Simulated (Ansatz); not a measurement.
Input of an Ansatz 0.2.0 run:

Contents of input.yaml:

```yaml
crystal:
  lattice:
    - [5.556395, 0.0, 0.0]
    - [0.0, 3.333597, 0.0]
    - [0.0, 0.0, 6.504995]
  atoms:
    - { symbol: Hf, position: [0.748682, 0.75, 0.607871] }
    - { symbol: Hf, position: [0.251318, 0.25, 0.392129] }
    - { symbol: Hf, position: [0.248682, 0.75, 0.892129] }
    - { symbol: Hf, position: [0.751318, 0.25, 0.107871] }
    - { symbol: O, position: [0.639499, 0.25, 0.4234] }
    - { symbol: O, position: [0.360501, 0.75, 0.5766] }
    - { symbol: O, position: [0.139499, 0.25, 0.0766] }
    - { symbol: O, position: [0.860501, 0.75, 0.9234] }
    - { symbol: O, position: [0.520794, 0.25, 0.841453] }
    - { symbol: O, position: [0.479206, 0.75, 0.158547] }
    - { symbol: O, position: [0.020794, 0.25, 0.658547] }
    - { symbol: O, position: [0.979206, 0.75, 0.341453] }
hamiltonian:
  xc: blyp
  pseudopotentials: { kind: paw }
  dispersion: d3bj
kpoints:
  mp_grid: { grid: [5, 8, 4] }
scf:
  occupations: { method: fermi_dirac, width: 0.05 }
output:
  forces: true
  stress: true
  eigenvalues: true
  write_density: true
  write_potential: true
  elf: true
  volumetric_format: npy
relax:
  f_tol: 0.01
  max_steps: 40
  cell: { stress_tol: 0.05 }
```

Potentials or basis: Ansatz PAW.

Run with:

```bash
$ ansatz run input.yaml --threads 4 --pin off --max-ram 11264MiB --backend cpu --events-out ev --progress --plain --runs-dir out
```

(1) Estimate the relaxed volume.

(2) What does it give for the band gap on the k mesh?

Results:

(1) 10.07 Å³/atom.

(2) 3.52 eV, direct.

Caveat: odd divisions of the mesh miss points on the zone boundary, where band edges often lie, so the gap on the mesh can be too wide; the plane-wave basis is chosen anew once the cell has moved, so the energies of steps on either side of that aren't comparable; the pressure holds a Pulay correction of +1.1 GPa for the finite cutoff; spin-orbit coupling is left out, which moves the levels of the heavy elements; the PAW data sets come from PBE, with cores solved anew for the run's functional, which leaves a small shift of forces and pressure.
